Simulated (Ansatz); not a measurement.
**Pt (hcp type): how the settings move a single-point run**

How sensitive is a single-point run of Pt (hcp type) to its settings? A reference run comes first, then one run with altered input.

Program: Ansatz 0.2.0. Level of theory: reference: DFT, PBE, PAW with Ansatz's default frozen-core files, scalar-relativistic. These are calculated values, not measurements.

## Step 1: The starting structure

Symmetry: P6_3/mmc, No. 194, hexagonal system. Conventional cell: a = 2.216 Å, b = 2.216 Å, c = 3.706 Å, α = 90.00°, β = 90.00°, γ = 120.00°. Pt (site symmetry -6m2) is surrounded by 12 Pt at 2.22 to 2.25 Å.

As a file:

```cif
data_structure
_symmetry_space_group_name_H-M 'P 1'
_symmetry_Int_Tables_number 1
_cell_length_a 2.2159
_cell_length_b 2.2159
_cell_length_c 3.7065
_cell_angle_alpha 90.000
_cell_angle_beta 90.000
_cell_angle_gamma 120.000
_cell_volume 15.76
loop_
_atom_site_label
_atom_site_type_symbol
_atom_site_fract_x
_atom_site_fract_y
_atom_site_fract_z
_atom_site_occupancy
Pt1 Pt 0.33333 0.66667 0.25000 1
Pt2 Pt 0.66667 0.33333 0.75000 1
```

## Step 2: Baseline

input.yaml

```yaml
crystal:
  lattice:
    - [2.2158601982, 0.0, 0.0]
    - [-1.1079300991, 1.9189912229, 0.0]
    - [0.0, 0.0, 3.7064573105]
  atoms:
    - { symbol: Pt, position: [0.3333333333, 0.6666666667, 0.25] }
    - { symbol: Pt, position: [0.6666666667, 0.3333333333, 0.75] }
kpoints:
  mp_grid: { grid: [15, 15, 8] }
scf:
  occupations: { method: fermi_dirac, width: 0.05 }
hamiltonian:
  xc: pbe
  pseudopotentials: { kind: paw }
output:
  forces: true
  stress: true
  eigenvalues: true
  populations: true
```

On the command line:

```bash
ansatz run input.yaml --threads 1 --pin off --max-ram 2048MiB --backend cpu --events-out ev --progress --plain --runs-dir out
```

From the output:

```text
[...]
Basis set: ecut = 420 eV, 313 PW (Γ), exchange–correlation on 30×30×50 points (8 copies of the dense FFT grid, shifted against one another)
[...]
k-points: 135 of 1800
[...]
SCF iter   1: F=—  HF=-25021.397545 eV  |F-HF|=—  |Δ(HF+E_count)|=         —  Δρ=3.47e-2  dr2=5.81e-2  ethr=1.77e-3  ⟨swp⟩=5.8  Hψ=14409  notcnv=0
preconditioner: auto → none  [metal: Δε(μ)=0.013 eV  Ē_g=18.157 eV  σ=0.050 eV  W_gap=0.07  n_scr=2 (ndim 8)  ℏωp=41.8 eV  f_vac=0.000  D(μ)=1.66/eV (n_scr^D=22)  sad-step TF]
SCF iter   2: F=—  HF=-25021.361725 eV  |F-HF|=—  |Δ(HF+E_count)|=   3.58e-2  Δρ=1.94e-2  dr2=1.99e-2  ethr=1.61e-4  ⟨swp⟩=2.0  Hψ=4623  notcnv=0  defer=2
[...]
SCF iter   5: F=—  HF=-25021.351252 eV  |F-HF|=—  |Δ(HF+E_count)|=   2.78e-6  Δρ=6.30e-5  dr2=2.11e-7  ethr=1.94e-8  ⟨swp⟩=2.9  Hψ=5503  notcnv=0  defer=2
SCF iter   6: F=-25021.351252 eV  HF=-25021.351252 eV  |F-HF|=8.11e-10  |Δ(HF+E_count)|=   3.21e-8  Δρ=6.91e-6  dr2=3.41e-9  ethr=2.78e-10  ⟨swp⟩=6.0  Hψ=12883  notcnv=0
[...]
SCF converged after 6 iterations
Free energy (F): -25021.351252 eV
[...]
E sigma→0 (E₀):  -25021.344542 eV
[...]
Fermi energy:    51.511515 eV
[...]
  P = ⅓ Tr σ = 981.5343 GPa (9815.343 kbar)
[...]
```

Wall time 2.2 s (1 thread of AMD EPYC 7R43 (Zen 3), shared host); peak memory 0.37 GiB.

## Step 3: Variant: mp_grid.grid [12, 12, 6], xc pbesol, ecutrho_ratio 9

input.yaml: that of step 2 with these lines changed.

```diff
@@ -9,3 +9,3 @@
 kpoints:
-  mp_grid: { grid: [15, 15, 8] }
+  mp_grid: { grid: [12, 12, 6] }
 scf:
@@ -13,3 +13,3 @@
 hamiltonian:
-  xc: pbe
+  xc: pbesol
   pseudopotentials: { kind: paw }
@@ -20 +20,3 @@
   populations: true
+basis:
+  ecutrho_ratio: 9
```

On the command line:

```bash
ansatz run input.yaml --threads 1 --pin off --max-ram 2048MiB --backend cpu --events-out ev --progress --plain --runs-dir out
```

What it wrote:

```text
Engine: ansatz 0.2.0
Pseudopotentials: kind: paw
Pseudopotential: Pt, paw, valence charge 18, recommended cutoff 420 eV (normal)
Functional definition: PBEsol
  exchange = pbesol_x
  correlation = pbesol_c
Crystal: 2 atoms, lattice volume = 15.761 Å³
Basis set: ecut = 420 eV, 313 PW (Γ), exchange–correlation on 48×48×80 points (8 copies of the dense FFT grid, shifted against one another)
Bands: 22, of which v1, the nominal top of the filled ones, is band 18 counted from 1 (17 counted from 0)
Symmetry: 24 space group operations
Space group: P63/mmc (ITA 194), of the structure as read, at distance tolerance 2.5e-5 Å
k-points: 76 of 864
Non-local potential: Pt, projectors of the file, l = 0: 3, l = 1: 2, l = 2: 2, l = 3: 1
PAW form: soft (Blöchl's): semilocal exchange-correlation on the pseudo side does not see the compensation charge
PAW frozen core: Pt, regenerated for the run's functional, and the local potential with it (the file was generated under x = pbe(κ = 0.804, μ = 0.2195149727645171), c = pbe(β = 0.06672455060314922))
PAW one-centre angular grid: Pt, 590 points (default); XC on 64 Gauss nodes
Initial density: superposition of atomic densities (neutral atoms: chi_scale 0, normalization atom), corrected by the library's trained network
Initial wavefunctions: pseudopotential atomic-orbital guess
Functional: x = pbesol(κ = 0.804, μ = 0.12345679012345678), c = pbesol(β = 0.046)
SCF iter   1: F=—  HF=-24744.684716 eV  |F-HF|=—  |Δ(HF+E_count)|=         —  Δρ=3.43e-2  dr2=5.98e-2  ethr=1.77e-3  ⟨swp⟩=5.8  Hψ=8217  notcnv=0
preconditioner: auto → none  [metal: Δε(μ)=0.103 eV  Ē_g=18.139 eV  σ=0.050 eV  W_gap=0.43  n_scr=2 (ndim 8)  ℏωp=41.8 eV  f_vac=0.000  D(μ)=1.23/eV (n_scr^D=22)  sad-step TF]
SCF iter   2: F=—  HF=-24744.645409 eV  |F-HF|=—  |Δ(HF+E_count)|=   3.93e-2  Δρ=1.86e-2  dr2=1.82e-2  ethr=1.66e-4  ⟨swp⟩=2.4  Hψ=3116  notcnv=0  defer=2
SCF iter   3: F=—  HF=-24744.634400 eV  |F-HF|=—  |Δ(HF+E_count)|=   1.10e-2  Δρ=1.47e-3  dr2=1.39e-4  ethr=5.05e-5  ⟨swp⟩=2.0  Hψ=3340  notcnv=0  defer=2
SCF iter   4: F=—  HF=-24744.634359 eV  |F-HF|=—  |Δ(HF+E_count)|=   4.06e-5  Δρ=3.16e-4  dr2=4.84e-6  ethr=3.87e-7  ⟨swp⟩=2.0  Hψ=3049  notcnv=0  defer=2
SCF iter   5: F=—  HF=-24744.634360 eV  |F-HF|=—  |Δ(HF+E_count)|=   1.18e-6  Δρ=4.86e-5  dr2=1.44e-7  ethr=1.34e-8  ⟨swp⟩=2.9  Hψ=3008  notcnv=0  defer=2
SCF iter   6: F=-24744.634360 eV  HF=-24744.634360 eV  |F-HF|=4.29e-10  |Δ(HF+E_count)|=   6.23e-8  Δρ=4.94e-6  dr2=2.36e-9  ethr=2.78e-10  ⟨swp⟩=6.0  Hψ=7240  notcnv=0
SCF 1 converged in 6 iterations: F = -24744.634360 eV  dr2 = 2.36e-9
SCF converged after 6 iterations
Free energy (F): -24744.634360 eV
Harris-Foulkes:  -24744.634360 eV  (|F-HF|=4.29e-10)
Internal energy: -24744.624035 eV  (E = F + TS)
E sigma→0 (E₀):  -24744.629198 eV
Entropy (-TS):   -0.010325 eV (-5.162 meV/atom)
Fermi energy:    51.326692 eV
--- Per-component energies (eV) ---
  E_band       = 573.836705
  E_kinetic    = 1391.916586
  E_local      = -1191.019306  (includes V_loc(G=0)·N_el)
  E_nonlocal   = 430.078992
  E_hartree    = 599.218657
  E_xc         = -551.861090
  E_vxc        = -645.781169  (∫ρ·V_xc dr)
  E_paw        = -18652.736589  (= ΣΔE_a)
  E_vpaw       = -609.793889  (= ΣTr[D̂ρ^β])
  E_aug_tail   = 0.000032  (compensation charges beyond the density's cutoff)
  E_ewald      = -6770.795280
  E_core_change = 0.573962  (= ΣΔE_core)
  E_smearing   = -0.010325  (= −TS)
  E_closure    = 0.000000  (closes the sum)
  Σ components = -24744.634360   (vs F -24744.634360, Δ=0.00e0)
--- Forces (eV/Å), atoms counted from 1 ---
  atom   1  Pt     0.00000000     0.00000000     0.00000000
  atom   2  Pt     0.00000000    -0.00000000     0.00000000
  max |Σ_I F_I| component: 1.85e-17 eV/Å
--- Stress (GPa, compression-positive) ---
      951.385357       0.000000       0.000000
        0.000000     951.385357       0.000000
        0.000000       0.000000     948.805856
  P = ⅓ Tr σ = 950.5255 GPa (9505.255 kbar)
--- Band table (eV; the first three rows and the last of 76) ---
  k-point 0: bands = ["-51.3098", "-50.7335", "-7.8738", "-4.2039", "-4.2039", "-3.7873", "-3.7171", "-3.7171", "32.3501", "34.1101", "40.4143", "41.1601", "41.1601", "42.5292", "42.5292", "44.9842", "44.9842", "48.7425", "50.2607", "50.2607", "61.8494", "62.4356"]
  k-point 1: bands = ["-51.2724", "-50.7734", "-7.6306", "-4.1719", "-4.1719", "-4.0998", "-3.7503", "-3.7503", "32.9288", "34.2963", "40.2062", "41.0045", "41.0045", "42.2393", "42.2393", "45.6495", "45.6495", "47.1970", "50.2937", "50.2937", "60.9719", "63.8137"]
  k-point 2: bands = ["-51.1694", "-50.8814", "-6.9476", "-4.9186", "-4.0839", "-4.0839", "-3.8406", "-3.8406", "34.2603", "34.7530", "40.0173", "40.8772", "40.8772", "41.6214", "41.6214", "44.0431", "47.1776", "47.1776", "49.9768", "49.9768", "60.7445", "63.4770"]
  k-point 75: bands = ["-50.5025", "-50.5025", "-7.1451", "-7.1451", "-6.4649", "-6.4649", "-4.5410", "-4.5410", "36.6988", "36.6988", "38.5718", "38.5718", "42.0196", "42.0196", "44.1177", "44.1177", "50.4540", "50.4540", "62.9087", "62.9087", "64.3298", "64.3298"]
--- Löwdin populations: 2 sites ---
  site symbol       q [e]
     0     Pt     17.8258
     1     Pt     17.8258
  spilling = 0.009679 (of n_electrons = 36.000000)
```

Wall time 1.5 s (1 thread of AMD EPYC 7R43 (Zen 3), shared host); peak memory 0.35 GiB.

A change of functional puts the total energy on another scale; the pressure goes from 981.5 to 950.5 GPa. The k-point mesh and numerical grids changed too. Cost: 1.5 s against 2.2 s.

## Step 4: Side by side

| run | ending | energy change | pressure (GPa) | gap (eV) | force (eV/Å) | cycles | time |
| --- | --- | --- | --- | --- | --- | --- | --- |
| reference | converged | - | 981.5 | 0.00 | 0.00 | 6 | 2.2 s |
| 1: mp_grid.grid [12, 12, 6], xc pbesol, ecutrho_ratio 9 | converged | not comparable | 950.5 | 0.00 | 0.00 | 6 | 1.5 s |

Residual by cycle in the longest SCF loop of each run; runs are numbered as in the table. The quantity is the density residual dr2, in eV.

| cycle | reference | run 1 |
| --- | --- | --- |
| 1 | 0.0581 | 0.0598 |
| 2 | 0.0199 | 0.0182 |
| 3 | 2.5e-4 | 1.4e-4 |
| 4 | 7.0e-6 | 4.8e-6 |
| 5 | 2.1e-7 | 1.4e-7 |
| 6 | 3.4e-9 | 2.4e-9 |

What this shows: A change of functional puts the total energy on another scale; the pressure goes from 981.5 to 950.5 GPa. The k-point mesh and numerical grids changed too. Cost: 1.5 s against 2.2 s. The structure is not at rest: the sound run finds 982 GPa, so these are no properties of the relaxed crystal. 
